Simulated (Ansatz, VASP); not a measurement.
SnH5 in VASP and in Ansatz

File INCAR:

```
PREC     = Accurate       # precision mode
ENCUT    = 520            # plane-wave cutoff, eV
EDIFF    = 1E-6           # SCF threshold, eV
ISMEAR   = 0              # smearing method
SIGMA    = 0.1            # smearing width, eV
LREAL    = False          # projectors in reciprocal space
LASPH    = True           # aspherical terms in the spheres
NELM     = 100            # most SCF steps
ALGO     = Normal         # electronic algorithm
ISIF     = 2              # what is computed and relaxed
LWAVE    = False          # write WAVECAR
LCHARG   = False          # write CHGCAR
GGA      = PE             # functional
NBANDS   = 18             # bands
```

The input KPOINTS:

```
Automatic mesh
0
Gamma
  6 6 2
```

File POSCAR:

```
SnH5
1.0
    3.0812253700      0.0000000000      0.0000000000
   -1.5406126800      2.6684194400      0.0000000000
    0.0000000000      0.0000000000      8.0075615100
Sn H
1 5
Direct
    0.0000000000      0.0000000000      0.5000000000
    0.5000000000      0.0000000000      0.0000000000
    0.0000000000      0.5000000000      0.0000000000
    0.5000000000      0.5000000000      0.0000000000
    0.0000000000      0.0000000000      0.0906683200
    0.0000000000      0.0000000000      0.9093316800
```

Input for Ansatz:

```yaml
crystal:
  lattice:
    - [3.08122537, 0.0, 0.0]
    - [-1.54061268, 2.66841944, 0.0]
    - [0.0, 0.0, 8.00756151]
  atoms:
    - { symbol: Sn, position: [0.0, 0.0, 0.5] }
    - { symbol: H, position: [0.5, 0.0, 0.0] }
    - { symbol: H, position: [0.0, 0.5, 0.0] }
    - { symbol: H, position: [0.5, 0.5, 0.0] }
    - { symbol: H, position: [0.0, 0.0, 0.09066832] }
    - { symbol: H, position: [0.0, 0.0, 0.90933168] }
basis:
  ecutwfc: 420
kpoints:
  mp_grid: { grid: [6, 6, 2] }
hamiltonian:
  xc: pbe
scf:
  occupations: { method: gaussian, width: 0.1 }
  lower_state_search: "off"
output:
  forces: true
  stress: true
  eigenvalues: true
```

Alike in both runs: task single point; functional PBE; k mesh 6 × 6 × 2; occupations gaussian, width 0.1 eV; no spin polarisation.

|  | VASP | Ansatz |
| --- | --- | --- |
| version | VASP 6.6.1 | Ansatz 0.2.0 |
| potentials or method | VASP PAW PBE potentials, release 64 (Sn_d, H) | scalar-relativistic, plane waves, PAW |
| plane-wave cutoff (eV) | 520 | 420 |
| valence electrons in the cell | 19 | 19 |

VASP gave:

```
gap on the k mesh at the Fermi level (eV)       : none
pressure (GPa)                                  : -5.1
largest component of the traceless stress (GPa) : 4.91
rms of the force components (eV/Å)              : 0.354
```

What did Ansatz give for the same quantities?

gap on the k mesh at the Fermi level (eV): none; pressure (GPa): -4.9; largest component of the traceless stress (GPa): 4.92; rms of the force components (eV/Å): 0.353.

Atom by atom the forces differ by 0.001 eV/Å (rms over components). A gap of «none» marks a metal or a gap that the smearing closes.

Caveats: the k mesh is coarse (spacing up to 0.39 Å⁻¹), so the values aren't converged; forces of over 1 eV/Å show positions far from the minimum, so gaps and moduli don't describe the material at rest.
